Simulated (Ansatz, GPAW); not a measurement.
## An Al chain with two N atoms in line: relaxation, then transmission at several levels

How well does an Al chain with two N atoms in line conduct once its atoms have relaxed, and how much do cheaper levels lose?

Program: GPAW 26.7.0 and Ansatz 0.2.0. Level of theory: Ansatz plane waves; relaxation of the junction with the lead ends held, in the first sound run; inputs show where later runs differ. Results are calculated unless marked as measured.

Report form: the programs' logs are mostly left out.

**1. The starting structure**

The cell holds 16 atoms: 14 Al and 2 N. Its edges and angles: a = 9.000 Å, b = 9.000 Å, c = 35.983 Å, α = 90.0°, β = 90.0°, γ = 90.0°. Regions: left lead, 7 atoms (7 Al); channel, 2 atoms (2 N); right lead, 7 atoms (7 Al). Vacuum lies along a and b. The structure is stacked along c, and the current runs across the ab planes.

**2. Relaxation**

Transmission follows bond lengths closely, so the atoms between the held lead ends are relaxed first, from a slightly shaken start that lets symmetry break.

Contents of input.yaml:

```yaml
crystal:
  lattice:
    - [9.0, 0.0, 0.0]
    - [0.0, 9.0, 0.0]
    - [0.0, 0.0, 35.9826]
  atoms:
    - { symbol: Al, position: [0.5, 0.5, 0.0333494522] }
    - { symbol: Al, position: [0.5, 0.5, 0.1000483567] }
    - { symbol: Al, position: [0.5, 0.5, 0.1667472612] }
    - { symbol: Al, position: [0.5, 0.5, 0.2334461656] }
    - { symbol: Al, position: [0.5, 0.5, 0.3001450701] }
    - { symbol: Al, position: [0.4980175877, 0.5021026116, 0.3677105219] }
    - { symbol: Al, position: [0.5034364058, 0.506059487, 0.4332217327] }
    - { symbol: "N", position: [0.501813924, 0.4987792611, 0.4804698533] }
    - { symbol: "N", position: [0.4976538029, 0.5004538745, 0.5175791843] }
    - { symbol: Al, position: [0.4993617633, 0.5037341669, 0.5669327272] }
    - { symbol: Al, position: [0.5019078122, 0.5011504081, 0.6330098916] }
    - { symbol: Al, position: [0.5, 0.5, 0.6998549299] }
    - { symbol: Al, position: [0.5, 0.5, 0.7665538344] }
    - { symbol: Al, position: [0.5, 0.5, 0.8332527388] }
    - { symbol: Al, position: [0.5, 0.5, 0.8999516433] }
    - { symbol: Al, position: [0.5, 0.5, 0.9666505478] }
kpoints:
  mp_grid: { grid: [1, 1, 2] }
hamiltonian:
  xc: pbe
scf:
  occupations: { method: fermi_dirac, width: 0.1 }
relax:
  f_tol: 0.03
  max_steps: 80
  constraints: [{ sites: [0, 1, 2, 3, 4, 11, 12, 13, 14, 15] }]
```

Command:

```bash
$ ansatz run input.yaml --threads 4 --pin off --max-ram 8192MiB --backend cpu --events-out ev --progress --plain --runs-dir out
```

The job ended after 49 s (4 threads of Intel Xeon Platinum 8375C at 2.90GHz (Ice Lake), shared host; peak memory 2.3 GiB).

Relaxation path:

```tsv
step	energy less that of the first step (eV)	largest force component (eV/Å)
1	0.0000	5.5060
2	-0.3467	2.6425
3	-0.4021	0.6565
4	-0.4426	0.6299
5	-0.5187	0.6378
6	-0.6329	0.6698
7	-0.7622	0.7407
8	-0.9045	0.4162
9	-0.9809	0.1929
10	-0.9897	0.2259
11	-0.9933	0.0211
12	-0.9933	0.0212
```

The atoms that moved most (Å):

```tsv
atom	dx	dy	dz	length
Al11	-0.413	-0.832	-0.098	0.934
Al6	-0.373	-0.820	0.079	0.904
Al10	0.160	0.318	-0.064	0.362
Al7	0.161	0.299	0.068	0.346
N8	-0.123	-0.201	0.102	0.257
N9	-0.085	-0.220	-0.026	0.238
```

Numbers from this step:

```
free energy         : -8266.3845 eV
smearing term TS    : 0.6855 eV
symmetry operations : 1
```

The relaxation lowered the energy of the cell by 0.993 eV.

**3. Plane-wave reference (PBE)**

Plane waves give the reference curve, free of the bias of atom-centred orbitals.

This step: Ansatz plane waves; Landauer transmission by layers, zero bias (Ansatz 0.2.0).

Contents of input.yaml:

```yaml
crystal:
  lattice:
    - [9.0, 0.0, 0.0]
    - [0.0, 9.0, 0.0]
    - [0.0, 0.0, 35.9826]
  atoms:
    - { symbol: Al, position: [0.5, 0.5, 0.0333494522] }
    - { symbol: Al, position: [0.5, 0.5, 0.1000483567] }
    - { symbol: Al, position: [0.5, 0.5, 0.1667472612] }
    - { symbol: Al, position: [0.5, 0.5, 0.2334461656] }
    - { symbol: Al, position: [0.5, 0.5, 0.3001450701] }
    - { symbol: Al, position: [0.4565759972, 0.4110075703, 0.3699090647] }
    - { symbol: Al, position: [0.5213094337, 0.539246663, 0.4351146799] }
    - { symbol: "N", position: [0.4881144729, 0.4764051628, 0.4832931265] }
    - { symbol: "N", position: [0.4881670553, 0.4759660922, 0.5168554961] }
    - { symbol: Al, position: [0.5171712561, 0.5390381721, 0.5651585551] }
    - { symbol: Al, position: [0.4559915059, 0.408749937, 0.6302971052] }
    - { symbol: Al, position: [0.5, 0.5, 0.6998549299] }
    - { symbol: Al, position: [0.5, 0.5, 0.7665538344] }
    - { symbol: Al, position: [0.5, 0.5, 0.8332527388] }
    - { symbol: Al, position: [0.5, 0.5, 0.8999516433] }
    - { symbol: Al, position: [0.5, 0.5, 0.9666505478] }
kpoints:
  mp_grid: { grid: [1, 1, 2] }
hamiltonian:
  xc: pbe
scf:
  occupations: { method: fermi_dirac, width: 0.1 }
output:
  transmission:
    leads: [[0, 1]]
    e_range: [-2, 2]
    de: 0.025
    kmesh: [1, 1]
    reduced_basis: true
  write_potential: true
  write_density: true
  volumetric_format: npy
```

It took 43 s on 4 threads; peak memory 2.2 GiB; 2.3 min of CPU time.

This step gave:

```yaml
free_energy: -8266.3844 eV
lead_level: 0 eV from the Fermi level
transmission_at_the_fermi_level_one_spin: 1.130
open_channels_of_the_lead_at_the_fermi_level_one_spin: 2
step_of_the_potential_along_the_lead: 7 meV
offset_of_the_lead: 0 Å
filling_of_the_lead_less_its_bulk_value_in_size: 14 meV
conductance: 1.125 G₀
```

One spin. Table of transmission, zone mean by energy, zero at the Fermi level:

```tsv
energy (eV)	transmission, zone mean
-2.000	0.152
-1.900	0.130
-1.800	0.101
-1.700	0.0738
-1.600	0.0509
-1.500	0.0331
-1.400	0.0191
-1.300	0.00678
-1.200	0
-1.100	0
-1.000	0
-0.900	0
-0.800	0
-0.700	0
-0.600	0
-0.500	0
-0.400	0
-0.300	0.875
-0.275	1.13
-0.200	0.836
-0.100	0.918
0.000	1.13
0.100	1.30
0.200	1.36
0.300	1.31
0.400	1.23
0.500	1.19
0.600	1.21
0.700	1.24
0.800	1.27
0.900	1.29
1.000	1.40
1.100	1.46
1.200	1.50
1.275	1.51
1.300	1.51
1.400	1.50
1.500	1.46
1.600	1.43
1.700	1.43
1.800	1.44
1.900	1.45
2.000	1.45
```

One spin. Table of open channels, zone mean by energy, zero at the Fermi level:

energy (eV), open channels, zone mean and a bar:
```
   -2.000       1.00 ##########
   -1.800       1.00 ##########
   -1.600       1.00 ##########
   -1.400       1.00 ##########
   -1.200       0.00 
   -1.000       0.00 
   -0.800       0.00 
   -0.600       0.00 
   -0.400       0.00 
   -0.200       2.00 ####################
    0.000       2.00 ####################
    0.200       2.00 ####################
    0.400       2.00 ####################
    0.600       2.00 ####################
    0.800       2.00 ####################
    1.000       3.00 ##############################
    1.200       3.00 ##############################
    1.400       3.00 ##############################
    1.600       3.00 ##############################
    1.800       3.00 ##############################
    2.000       3.00 ##############################
```

Crystal 0, spin -, k parallel (0, 0); distinct values, listed up to 1.5 1/Å. Im kz of the slowest decaying states against energy, zero at the Fermi level:

```tsv
energy (eV)	decay 1 (Å⁻¹)	decay 2 (Å⁻¹)	decay 3 (Å⁻¹)	decay 4 (Å⁻¹)
-2.000	0.672	0.672	1.15	1.26
-1.800	0.628	0.629	1.13	1.24
-1.600	0.582	0.582	1.10	1.22
-1.400	0.531	0.532	1.08	1.20
-1.200	0.0368	0.475	0.476	1.06
-1.000	0.0791	0.412	0.412	1.03
-0.800	0.0999	0.337	0.337	1.00
-0.600	0.112	0.239	0.240	0.978
-0.400	0.0303	0.0364	0.119	0.951
-0.200	0.121	0.923	1.06	1.14
0.000	0.119	0.894	1.03	1.12
0.200	0.112	0.864	1.01	1.09
0.400	0.101	0.833	0.980	1.07
0.600	0.0830	0.801	0.953	1.05
0.800	0.0523	0.767	0.925	1.02
1.000	0.732	0.896	0.994	1.08
1.200	0.695	0.866	0.967	1.06
1.400	0.656	0.835	0.940	1.03
1.600	0.615	0.803	0.911	1.00
1.800	0.570	0.769	0.882	0.977
2.000	0.521	0.734	0.851	0.950
```

Crystal 0, spin -, k parallel (0, 0). The Re kz of states that move upwards by energy, zero at the Fermi level:

```tsv
energy (eV)	channel 1 (Å⁻¹)	channel 2 (Å⁻¹)	channel 3 (Å⁻¹)
-2.000	1.13	-	-
-1.900	1.15	-	-
-1.800	1.16	-	-
-1.700	1.18	-	-
-1.600	1.20	-	-
-1.500	1.22	-	-
-1.400	1.24	-	-
-1.300	1.27	-	-
-1.200	-	-	-
-1.100	-	-	-
-1.000	-	-	-
-0.900	-	-	-
-0.800	-	-	-
-0.700	-	-	-
-0.600	-	-	-
-0.500	-	-	-
-0.400	-	-	-
-0.300	0.164	0.165	-
-0.200	0.234	0.235	-
-0.100	0.288	0.289	-
0.000	0.334	0.334	-
0.100	0.373	0.374	-
0.200	0.409	0.410	-
0.300	0.442	0.443	-
0.400	0.473	0.474	-
0.500	0.502	0.502	-
0.600	0.529	0.530	-
0.700	0.555	0.556	-
0.800	0.580	0.580	-
0.900	0.604	0.604	-
1.000	-1.26	0.627	0.627
1.100	-1.24	0.649	0.649
1.200	-1.22	0.670	0.670
1.300	-1.20	0.691	0.691
1.400	-1.19	0.711	0.711
1.500	-1.17	0.730	0.731
1.600	-1.16	0.750	0.750
1.700	-1.15	0.768	0.768
1.800	-1.13	0.786	0.787
1.900	-1.12	0.804	0.804
2.000	-1.11	0.821	0.822
```

The electrostatic potential energy of an electron (with the applied field's), less the Fermi level, planar mean oscillates, so the rows of the table below give means over windows of 2.37 Å about each position, cut where the curve ends. Its first 14 maxima inside the range that stand out by 2 % of the span (Å: eV): 2.4: 3.82, 4.7: 3.82, 7.3: 3.83, 9.6: 3.74, 12.0: 3.68, 14.5: 3.62, 16.7: 3.67, 18.1: 3.58, 19.2: 3.67, 21.5: 3.62, 24.0: 3.68, 26.4: 3.74, 28.7: 3.82, 31.2: 3.82. Its first 14 minima: 1.2: 3.03, 3.6: 3.02, 5.9: 3.03, 8.4: 3.01, 10.8: 2.88, 13.3: 2.86, 15.7: 2.95, 17.5: 3.08, 18.7: 3.08, 20.3: 2.95, 22.7: 2.86, 25.2: 2.89, 27.5: 3.01, 30.1: 3.03.

Electrostatic potential energy of an electron (with the applied field's), less the Fermi level, planar mean against z; means over each step:

```tsv
z (Å)	electrostatic potential energy of an electron (with the applied field's), less the Fermi level, planar mean (eV)
1.19	3.37
3.56	3.36
5.93	3.37
8.29	3.35
10.67	3.23
13.04	3.19
15.41	3.25
17.77	3.33
20.14	3.25
22.52	3.18
24.89	3.22
27.25	3.33
29.62	3.37
32.00	3.36
34.37	3.37
```

The valence density, planar mean oscillates, so the rows of the table below give means over windows of 2.37 Å about each position, cut where the curve ends. Its maxima inside the range that stand out by 2 % of the span (Å: e/Å³): 2.4: 0.0176, 4.7: 0.0176, 7.1: 0.0176, 9.5: 0.0176, 11.7: 0.0159, 14.8: 0.0176, 17.3: 0.0600, 18.7: 0.0599, 21.2: 0.0176, 24.3: 0.0160, 26.7: 0.0176, 28.9: 0.0176, 31.2: 0.0176, 33.6: 0.0176. Its first 14 minima: 1.2: 0.0126, 3.6: 0.0126, 5.9: 0.0127, 8.4: 0.0130, 10.8: 0.0128, 13.2: 0.0133, 15.8: 0.0130, 18.1: 0.0433, 20.1: 0.0130, 22.8: 0.0134, 25.2: 0.0128, 27.5: 0.0130, 30.1: 0.0127, 32.4: 0.0126.

Table of valence density, planar mean by z; means over each step:

```tsv
z (Å)	valence density, planar mean (e/Å³)
1.19	0.0154
3.56	0.0154
5.93	0.0154
8.29	0.0156
10.67	0.0151
13.04	0.0148
15.41	0.0159
17.77	0.0493
20.14	0.0190
22.52	0.0152
24.89	0.0147
27.25	0.0155
29.62	0.0154
32.00	0.0154
34.37	0.0154
```

T at the Fermi level is 1.13 of 2 open channels a spin.

**4. Double-zeta polarised basis**

Localised orbitals split the wire into layers that couple to their neighbours alone, which is what the Green's function method needs; double zeta with polarisation is the usual level for numbers.

This step: GPAW LCAO, PAW setups; Landauer transmission from Green's functions with principal layers (ASE), zero bias (GPAW 26.7.0).

Contents of run.py:

```python
import json
import numpy as np
from ase import Atoms
from ase.transport.calculators import TransportCalculator
from gpaw import GPAW, FermiDirac
from gpaw.lcao.tools import get_lcao_hamiltonian
from scipy.linalg import eigh

# The junction with lead layers at both ends, along the third cell vector
device = Atoms(
    ['Al', 'Al', 'Al', 'Al', 'Al', 'Al', 'Al', 'N', 'N', 'Al', 'Al', 'Al', 'Al', 'Al', 'Al', 'Al'],
    positions=[
        [4.50000, 4.50000, 1.20000],
        [4.50000, 4.50000, 3.60000],
        [4.50000, 4.50000, 6.00000],
        [4.50000, 4.50000, 8.40000],
        [4.50000, 4.50000, 10.80000],
        [4.10918, 3.69907, 13.31029],
        [4.69178, 4.85322, 15.65656],
        [4.39303, 4.28765, 17.39014],
        [4.39350, 4.28369, 18.59780],
        [4.65454, 4.85134, 20.33587],
        [4.10392, 3.67875, 22.67973],
        [4.50000, 4.50000, 25.18260],
        [4.50000, 4.50000, 27.58260],
        [4.50000, 4.50000, 29.98260],
        [4.50000, 4.50000, 32.38260],
        [4.50000, 4.50000, 34.78260]],
    cell=[[9.0, 0.0, 0.0], [0.0, 9.0, 0.0], [0.0, 0.0, 35.9826]],
    pbc=True)

# One principal layer of the lead: the first 4 atoms of the device
lead = Atoms(
    ['Al', 'Al', 'Al', 'Al'],
    positions=[
        [4.50000, 4.50000, 1.20000],
        [4.50000, 4.50000, 3.60000],
        [4.50000, 4.50000, 6.00000],
        [4.50000, 4.50000, 8.40000]],
    cell=[[9.0, 0.0, 0.0], [0.0, 9.0, 0.0], [0.0, 0.0, 9.6]],
    pbc=True)

settings = dict(mode='lcao', basis='dzp', xc='PBE', h=0.18,
                occupations=FermiDirac(0.1), maxiter=250,
                mixer=dict(beta=0.1, nmaxold=8, weight=100.0),
                convergence=dict(density=0.0001))
energies = np.arange(-2, 2 + 1e-9, 0.025)
eta = 0.0001
n1, n2 = 1, 1
# k and -k transmit alike, so half of the mesh across the current serves
mesh = [(i, j) for i in range(n1) for j in range(n2) if (i, j) <= (-i % n1, -j % n2)]
weights = np.array([1 if (i, j) == (-i % n1, -j % n2) else 2 for i, j in mesh]) / (n1 * n2)

# [... helper functions left out ...]
fermi_lead = ground_state(lead, (1, 1, 12), 'lead.txt')
fermi_device = ground_state(device, (1, 1, 2), 'device.txt')
# [... loop over the mesh left out, but for ...]
        # Shift the lead onto the potential of the device's first layer
        shift = ((H[:, 0, 0] - H0[:, 0, 0]) / S0[0, 0]).real.mean()
# [...]
kT = 8.617333e-5 * 300
bias = [0.1, 0.2, 0.5, 1.0, 1.5, 2.0]
# [... integrals and printing left out ...]
```

Command:

```bash
$ OMP_NUM_THREADS=1 OPENBLAS_NUM_THREADS=1 python run.py
```

It took 3.2 min on 1 thread; peak memory 1.7 GiB.

Numbers from this step:

```yaml
conductance: 1.121 G₀
thermopower: -12.57 μV/K
largest_coupling_past_the_next_principal_layer: 1.13e-15 eV
largest_misfit_of_the_first_principal_layer: 0.04099 eV
shift_that_aligns_the_lead: 0.01217 eV
basis_functions_of_the_junction: 208
basis_functions_of_a_principal_layer: 52
transmission_at_the_fermi_level_one_spin: 1.128
```

One spin. Transmission, zone mean against energy, zero at the Fermi level:

energy (eV), transmission, zone mean and a bar:
```
   -2.000       0.16 ###
   -1.900       0.14 ###
   -1.800       0.11 ##
   -1.700       0.08 ##
   -1.600       0.05 #
   -1.500       0.03 #
   -1.400       0.02 
   -1.300       0.00 
   -1.200       0.00 
   -1.100       0.00 
   -1.000       0.00 
   -0.900       0.00 
   -0.800       0.00 
   -0.700       0.00 
   -0.600       0.00 
   -0.500       0.00 
   -0.400       0.00 
   -0.300       1.05 #####################
   -0.275       1.06 #####################
   -0.200       0.76 ###############
   -0.100       0.90 ##################
    0.000       1.13 ######################
    0.100       1.29 #########################
    0.200       1.36 ###########################
    0.225       1.36 ###########################
    0.300       1.32 ##########################
    0.400       1.25 #########################
    0.500       1.21 ########################
    0.600       1.22 ########################
    0.700       1.24 ########################
    0.800       1.26 #########################
    0.900       1.27 #########################
    1.000       1.36 ###########################
    1.100       1.42 ############################
    1.200       1.46 #############################
    1.300       1.49 #############################
    1.400       1.51 ##############################
    1.500       1.51 ##############################
    1.600       1.49 #############################
    1.700       1.48 #############################
    1.800       1.48 #############################
    1.900       1.50 #############################
    2.000       1.53 ##############################
```

Crossings of the lead's bands, unfolded to its shortest repeat. Table of open channels, zone mean by energy, zero at the Fermi level:

```tsv
energy (eV)	open channels, zone mean
-2.000	1
-1.800	1
-1.600	1
-1.400	1
-1.200	0
-1.000	0
-0.800	0
-0.600	0
-0.400	0
-0.200	2
0.000	2
0.200	2
0.400	2
0.600	2
0.800	2
1.000	3
1.200	3
1.400	3
1.600	3
1.800	3
2.000	3
```

Not self-consistent under bias; the bias window is split evenly. Current through one cell, from the zero-bias transmission against bias:

```tsv
bias (V)	current through one cell, from the zero-bias transmission (μA)
0.100	8.66
0.200	17.2
0.500	42.4
1.000	73.3
1.500	97.1
2.000	122
```

Transmission of the three most open eigenchannels against energy, zero at the Fermi level:

```tsv
energy (eV)	channel 1	channel 2	channel 3
-2.000	0.164	0	0
-1.900	0.138	0	0
-1.800	0.107	0	0
-1.700	0.0774	0	0
-1.600	0.0524	0	0
-1.500	0.0327	0	0
-1.400	0.0168	0	0
-1.300	0.00221	0	0
-1.200	6.3e-10	0	0
-1.100	2.2e-10	0	0
-1.000	2.2e-10	0	0
-0.900	7.7e-10	0	0
-0.800	1.3e-8	0	0
-0.700	5.4e-10	0	0
-0.600	5.3e-10	0	0
-0.500	1.5e-6	0	0
-0.400	1.9e-8	4.9e-9	0
-0.300	0.942	0.108	0
-0.200	0.507	0.255	0
-0.100	0.500	0.402	0
0.000	0.756	0.372	0
0.100	0.936	0.353	0
0.200	0.997	0.358	0
0.300	0.924	0.398	0
0.400	0.777	0.472	0
0.500	0.641	0.570	0
0.600	0.665	0.552	0
0.700	0.733	0.508	1.6e-12
0.800	0.763	0.499	7.4e-12
0.900	0.758	0.515	1.6e-10
1.000	0.726	0.633	0.00103
1.100	0.742	0.677	0.00321
1.200	0.836	0.622	0.00662
1.300	0.914	0.568	0.0118
1.400	0.969	0.521	0.0188
1.500	0.994	0.485	0.0270
1.600	0.998	0.461	0.0344
1.700	0.994	0.449	0.0384
1.800	0.993	0.450	0.0382
1.900	0.997	0.466	0.0350
2.000	0.999	0.496	0.0304
```

At the Fermi level T is 1.13 against 1.13 in plane waves. Couplings past the next layer reach 1.1e-15 eV, small enough to drop; the matrix elements of the cell's first layer differ from the bulk lead's by up to 0.041 eV. That layer keeps its own values in the calculation, and only beyond it is the lead taken as perfect. The Fermi levels of lead and junction count from different zeros of potential, one for each periodic cell; with both set to zero, the small remaining shift is what aligns them. By hand: G = 1.121 × 77.48 μS = 86.8 μS, a resistance of 11.5 kΩ; at 0.1 V a linear junction would pass 8.68 μA, and the integral over the bias window gives 8.66 μA. Mott's formula, S = -(π²/3)(k_B²T/e) d ln T/dE, has the prefactor 7.33 μV/K·eV at 300 K; T = 1.076 at -0.025 eV and 1.176 at 0.025 eV give a slope of 1.79 per eV and S = -13.1 μV/K, beside -12.6 μV/K from the thermal integral, which interpolates the same grid.

**5. GPAW, szp: basis = "szp(dzp)"**

One radial function a shell plus polarisation makes the matrices smaller; the question is what that costs.

Changes to run.py since step 4:

```diff
@@ -42,3 +42,3 @@
 
-settings = dict(mode='lcao', basis='dzp', xc='PBE', h=0.18,
+settings = dict(mode='lcao', basis='szp(dzp)', xc='PBE', h=0.18,
                 occupations=FermiDirac(0.1), maxiter=250,
```

Elapsed: 2.9 min, on 1 thread; peak memory 1.7 GiB.

Numbers from this step:

| Property | Result |
| --- | --- |
| conductance | 1.142 G₀ |
| thermopower | -11.81 μV/K |
| largest coupling past the next principal layer | 1.20e-15 eV |
| largest misfit of the first principal layer | 0.05189 eV |
| shift that aligns the lead | 0.01981 eV |
| basis functions of the junction | 144 |
| basis functions of a principal layer | 36 |
| transmission at the Fermi level (one spin) | 1.157 |

The conductance, 1.14 G₀, lies 1.9 % above that of the dzp run.

**6. Minimal basis**

One function for each valence shell of the setup, as for a first survey of a large system.

Changes to run.py since step 5:

```diff
@@ -42,3 +42,3 @@
 
-settings = dict(mode='lcao', basis='szp(dzp)', xc='PBE', h=0.18,
+settings = dict(mode='lcao', basis='sz(dzp)', xc='PBE', h=0.18,
                 occupations=FermiDirac(0.1), maxiter=250,
```

Wall time 1.9 min (1 thread); peak memory 1.5 GiB.

Numbers from this step:

| Quantity | Value |
| --- | --- |
| conductance | 1.173 G₀ |
| thermopower | -11.79 μV/K |
| largest coupling past the next principal layer | 8.25e-16 eV |
| largest misfit of the first principal layer | 0.07069 eV |
| shift that aligns the lead | 0.02798 eV |
| basis functions of the junction | 64 |
| basis functions of a principal layer | 16 |
| transmission at the Fermi level (one spin) | 1.189 |

One spin. Table of transmission, zone mean by energy, zero at the Fermi level:

```tsv
energy (eV)	transmission, zone mean
-2.000	0.137
-1.800	0.0320
-1.600	2.1e-10
-1.400	1.6e-11
-1.200	1.0e-11
-1.000	5.3e-11
-0.800	1.9e-10
-0.600	3.8e-10
-0.400	9.9e-8
-0.300	1.10
-0.200	0.710
0.000	1.19
0.150	1.32
0.200	1.30
0.400	1.04
0.600	1.00
0.800	1.23
1.000	1.37
1.200	1.45
1.400	1.51
1.600	1.54
1.800	1.54
2.000	1.53
```

The conductance, 1.17 G₀, lies 4.7 % above that of the dzp run.

(Part 1 of 2 ends here.)

[Logs are printed without paths, hosts, clocks, repeated set-up lines and the standing remarks that a program may print on its own settings, such as how far it seeks lower states.]

[Hosts, paths, dates, database ids (printed as entryN), source tags and the programs' standing remarks are cut or masked in the printed files.]
